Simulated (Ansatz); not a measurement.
Ti3Ni:

```
Ni Ti
1.0
     3.93518    0.00000    0.00000
     0.00000    3.93518    0.00000
     0.00000    0.00000    3.93518
Ni Ti
1 3
Direct
  0.00000 0.00000 0.00000
  0.50000 0.50000 0.00000
  0.50000 0.00000 0.50000
  0.00000 0.50000 0.50000
```

The cell comes from a database or a generator and needn't be the stable form of this composition.

Below is the output of Ansatz 0.2.0 for this cell. Logs are shortened: lines on timing, memory, paths and dates and some standing lists are left out, and cuts for length are marked.

```text
Warning: RAYON_NUM_THREADS=2 ignored (pool sized by the plan → 2); use --threads N
Engine: ansatz 0.2.0, x86_64-unknown-linux-gnu
Pseudopotentials: kind: paw
Pseudopotential: Ni, paw, valence charge 18, recommended cutoff 420 eV (normal), Ni.paw.azcp
Pseudopotential: Ti, paw, valence charge 12, recommended cutoff 420 eV (normal), Ti.paw.azcp
Functional definition: PBEsol
  exchange = pbesol_x
  correlation = pbesol_c
Crystal: 4 atoms, lattice volume = 60.939 Å³
Basis set: ecut = 420 eV, 1213 PW (Γ), exchange–correlation on 54×54×54 points (8 copies of the dense FFT grid, shifted against one another)
Bands: 35, of which v1, the nominal top of the filled ones, is band 27 counted from 1 (26 counted from 0)
Symmetry: 48 space group operations
Space group: Pm-3m (ITA 221), of the structure as read, at distance tolerance 3.9e-5 Å
Magnetic group: BNS 221.92 (UNI 1594), of the structure as read, at distance tolerance 3.9e-5 Å
k-points: 20 of 343
Non-local potential: Ni, projectors of the file, l = 0: 3, l = 1: 2, l = 2: 3, l = 3: 1
Non-local potential: Ti, projectors of the file, l = 0: 3, l = 1: 2, l = 2: 3, l = 3: 1
PAW form: soft (Blöchl's): semilocal exchange-correlation on the pseudo side does not see the compensation charge
PAW frozen core: Ni, regenerated for the run's functional, and the local potential with it (the file was generated under x = pbe(κ = 0.804, μ = 0.2195149727645171), c = pbe(β = 0.06672455060314922))
PAW frozen core: Ti, regenerated for the run's functional, and the local potential with it (the file was generated under x = pbe(κ = 0.804, μ = 0.2195149727645171), c = pbe(β = 0.06672455060314922))
PAW one-centre angular grid: Ni, 590 points (default); XC on 64 Gauss nodes
PAW one-centre angular grid: Ti, 590 points (default); XC on 64 Gauss nodes
Initial density: superposition of atomic densities (chi_scale 0.1, normalization cell)
Starting moments: Σ|m| = 4 μB on 4 of 4 sites
[... 116 lines left out ...]
  E_vpaw       = -1031.765650  (= ΣTr[D̂ρ^β])
  E_aug_tail   = 0.000889  (compensation charges beyond the density's cutoff)
  E_ewald      = -6309.203955
  E_core_change = 0.615442  (= ΣΔE_core)
  E_smearing   = -0.056539  (= −TS)
  E_closure    = 0.000000  (closes the sum)
  Σ components = -13227.055828   (vs F -13227.055828, Δ=0.00e0)
--- Forces (eV/Å), atoms counted from 1 ---
  atom   1  Ni    -0.00000000    -0.00000000    -0.00000000
  atom   2  Ti     0.00000000     0.00000000     0.00000000
  atom   3  Ti    -0.00000000    -0.00000000     0.00000000
  atom   4  Ti     0.00000000     0.00000000     0.00000000
  max |Σ_I F_I| component: 1.18e-29 eV/Å
--- Stress (GPa, compression-positive) ---
        0.000432       0.000000       0.000000
        0.000000       0.000432      -0.000000
        0.000000      -0.000000       0.000432
  P = ⅓ Tr σ = 0.0004 GPa (0.004 kbar)
--- Band table (eV; the first three rows and the last of 40) ---
  k-point 0 ↑: bands = ["-87.8178", "-48.3405", "-48.3405", "-48.3405", "-41.1691", "-40.9277", "-40.9277", "-17.8100", "-17.8100", "-17.8100", "-17.3501", "-17.3501", "-17.3501", "-17.0517", "-17.0517", "-17.0517", "8.3166", "11.6788", "11.7930", "11.7930", "12.4131", "12.4131", "12.4131", "14.7703", "14.7703", "14.7703", "15.5661", "15.5661", "17.8479", "17.8479", "17.8479", "18.2061", "18.2061", "18.2061", "18.6777"]
  k-point 1 ↑: bands = ["-87.8178", "-48.3406", "-48.3405", "-48.3405", "-41.1584", "-40.9382", "-40.9275", "-17.7888", "-17.7888", "-17.7785", "-17.3578", "-17.3578", "-17.3538", "-17.0938", "-17.0669", "-17.0669", "8.5584", "11.7925", "11.9070", "11.9176", "12.4860", "12.5061", "12.5061", "14.7052", "14.8051", "14.8051", "15.3038", "15.6387", "16.9873", "16.9873", "17.6567", "17.7803", "18.4582", "18.5145", "18.5145"]
  k-point 2 ↑: bands = ["-87.8177", "-48.3409", "-48.3405", "-48.3405", "-41.1297", "-40.9667", "-40.9271", "-17.7335", "-17.7335", "-17.6883", "-17.3828", "-17.3828", "-17.3623", "-17.2074", "-17.1010", "-17.1010", "9.2454", "11.8148", "12.2124", "12.3771", "12.6735", "12.7626", "12.7626", "14.5270", "14.5313", "14.7810", "14.7810", "15.8715", "16.2613", "16.2613", "16.8778", "17.6358", "17.8067", "18.0750", "18.0750"]
  k-point 19 ↓: bands = ["-87.8177", "-48.3408", "-48.3408", "-48.3408", "-41.0140", "-41.0020", "-41.0020", "-18.0273", "-17.7548", "-17.7503", "-17.7503", "-17.1239", "-17.1239", "-17.1135", "-17.0615", "-17.0615", "11.2655", "11.9764", "12.0634", "12.0634", "13.3909", "13.3909", "14.2551", "14.5286", "14.5286", "15.2963", "15.4099", "15.4099", "15.9547", "15.9547", "16.0444", "16.0612", "17.7910", "17.7910", "18.2151"]
--- Relaxed structure (4 steps of the walk, 4 accepted, 1 SCFs on fresh bases) ---
  F+E_penalty+E_count = -13227.05582769 eV   max|allowed force component| = 6.147e-30 eV/Å   (the final SCF, on the basis selected at the relaxed cell)
  cell:  # Å, volume = 58.5761 Å³
    - [3.883651473810798, 7.061743129419864e-34, -6.419766481290785e-35]
    - [4.493836536903549e-34, 3.883651473810798, 3.009265538105056e-35]
    - [0.0, 9.429032019395842e-35, 3.883651473810798]
  atoms:
    - { symbol: Ni, position: [-4.078450438158105e-36, 6.500030385912427e-36, 4.6366613312570335e-49] }
    - { symbol: Ti, position: [0.5, 0.5, 2.039225219120318e-36] }
    - { symbol: Ti, position: [0.5, 4.460805166845456e-36, 0.5] }
    - { symbol: Ti, position: [-1.8353026972084253e-35, 0.5, 0.5] }
```

Task: Write the input and the command behind it.

Result: Relaxation of cell and atoms with PBEsol, collinear spin, ferromagnetic start. The files as run (others can give the same):

input.yaml
```yaml
crystal:
  lattice:
    - [3.935175, 0.0, 0.0]
    - [0.0, 3.935175, 0.0]
    - [0.0, 0.0, 3.935175]
  atoms:
    - { symbol: Ni, position: [0.0, 0.0, 0.0], spin: 1.0 }
    - { symbol: Ti, position: [0.5, 0.5, 0.0], spin: 1.0 }
    - { symbol: Ti, position: [0.5, 0.0, 0.5], spin: 1.0 }
    - { symbol: Ti, position: [0.0, 0.5, 0.5], spin: 1.0 }
hamiltonian:
  xc: pbesol
  pseudopotentials: { kind: paw }
magnetization:
  spin_polarized: true
kpoints:
  mp_grid: { grid: [7, 7, 7] }
scf:
  occupations: { method: fermi_dirac, width: 0.05 }
output:
  forces: true
  stress: true
  eigenvalues: true
relax:
  f_tol: 0.01
  max_steps: 40
  cell: { stress_tol: 0.05 }
```

Potentials or basis: Ansatz PAW.
Run with:
```bash
$ ansatz run input.yaml --threads 2 --pin off --max-ram 5632MiB --backend cpu --events-out ev --progress --plain --runs-dir out
```

Caveat: the plane-wave basis is chosen anew once the cell has moved, so the energies of steps on either side of that aren't comparable; the PAW data sets come from PBE, with cores solved anew for the run's functional, which leaves a small shift of forces and pressure; the starting moments weren't kept.
